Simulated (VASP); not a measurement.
HgSe: relaxation of cell and atoms with PBE

Crystal: HgSe.

```
Hg Se
1.0
     0.00000    3.13013    3.13013
     3.13013    0.00000    3.13013
     3.13013    3.13013    0.00000
Hg Se
1 1
Direct
  0.00000 0.00000 0.00000
  0.25000 0.25000 0.25000
```

```
Program                : VASP 6.6.1
Task                   : relaxation of cell and atoms
Functional             : PBE
Potentials or basis    : VASP PAW PBE potentials, release 64 (Hg, Se)
Cutoff                 : 600 eV
k mesh                 : 12 × 12 × 12
Occupations            : gaussian, width 0.1 eV
Spin                   : no spin polarisation
Dipole correction      : no
Further INCAR settings : ALGO = Normal; EDIFF = 1e-06; IBRION = 2; EDIFFG = -0.005; NSW = 100; ISIF = 3
```

| Property | Result |
| --- | --- |
| Relaxed volume | 30.80 Å³/atom |
| Relaxed cell | a = 4.433 Å, b = 4.433 Å, c = 4.433 Å, α = 60.00°, β = 60.00°, γ = 60.00° |
| Space group after relaxing (to 0.05 Å) | F-43m (No. 216) |
| Energy gained by relaxing | 0.1 meV/atom |
| Ionic steps | 4 |
| Pressure after relaxing | 0.0 GPa |
| Band gap on the k mesh | none (metal or under the smearing width) |

The path:
| step | energy change (eV) | largest force (eV/Å) | pressure (GPa) | volume (Å³) |
| --- | --- | --- | --- | --- |
| 1 | 0.0000 | 0.0000 | 0.22 | 61.34 |
| 2 | -0.0002 | 0.0000 | -0.04 | 61.71 |
| 3 | -0.0002 | 0.0000 | -0.03 | 61.64 |
| 4 | -0.0002 | 0.0000 | 0.01 | 61.60 |

Final structure:
```yaml
crystal:
  lattice:
    - [0.00000, 3.13458, 3.13458]
    - [3.13458, 0.00000, 3.13458]
    - [3.13458, 3.13458, 0.00000]
  atoms:
    - { symbol: Hg, position: [0.00000, 0.00000, 0.00000] }
    - { symbol: Se, position: [0.25000, 0.25000, 0.25000] }
```

Levels at points of the mesh, in eV from the Fermi level:
```csv
k point,band 6,band 7,band 8,band 9,band 10,band 11,band 12,band 13
"(0.00, 0.00, 0.00)",-6.14,-1.12,-0.08,-0.08,-0.08,5.52,5.52,5.52
"(0.50, 0.00, 0.00)",-5.89,-4.98,-0.89,-0.89,1.02,6.21,6.21,6.72
"(0.50, 0.50, 0.00)",-5.85,-4.73,-2.01,-2.01,2.60,3.13,8.20,9.34
```

Run time: 110 s on 1 thread of Intel(R) Xeon(R) Platinum 8259CL CPU @ 2.50GHz (Skylake/Cascade Lake), on a shared host, peak memory 0.26 GiB.

Spin-orbit coupling is left out, which matters for the levels of Hg. PBE usually gives volumes a little too large and moduli too small.
